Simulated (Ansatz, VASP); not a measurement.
Two plane-wave programs on Cd2O3

```xyz
5
Lattice="3.5141 0.0000 0.0000 -1.7570 3.0433 0.0000 0.0000 0.0000 5.9594" Properties=species:S:1:pos:R:3 pbc="T T T"
Cd    0.0000    2.0288    1.3358
Cd    1.7570    1.0144    4.6237
O     0.0000    0.0000    0.0000
O     0.0000    2.0288    3.8597
O     1.7570    1.0144    2.0997
```

Alike in both runs: functional r2SCAN; k mesh 12 × 12 × 6; occupations gaussian, width 0.1 eV; no spin polarisation.

Ansatz relaxed the structure, and its values are those at the end. VASP's run is a single point on that final structure, the one shown.

```csv
,VASP,Ansatz
version,VASP 6.6.1,Ansatz 0.2.0
potentials or method,"VASP PAW PBE potentials, release 64 (Cd, O)","scalar-relativistic, plane waves, PAW"
plane-wave cutoff (eV),520,500
valence electrons in the cell,42,58
```

Ansatz gave:

| Property | Result |
| --- | --- |
| gap on the k mesh at the Fermi level (eV) | none |
| pressure (GPa) | 0.0 |
| rms of the force components (eV/Å) | 0.002 |

Q: Estimate VASP's values.

A: gap on the k mesh at the Fermi level (eV): none; pressure (GPa): 1.9; rms of the force components (eV/Å): 0.038.

A gap of «none» marks a metal or a gap that the smearing closes. With one functional, cell and mesh, what is left measures potentials, basis and numerics. The two sets of potentials don't hold the same shells in valence.

Caveats: the PAW data sets were made with another functional, which shifts forces and pressure a little (VASP).
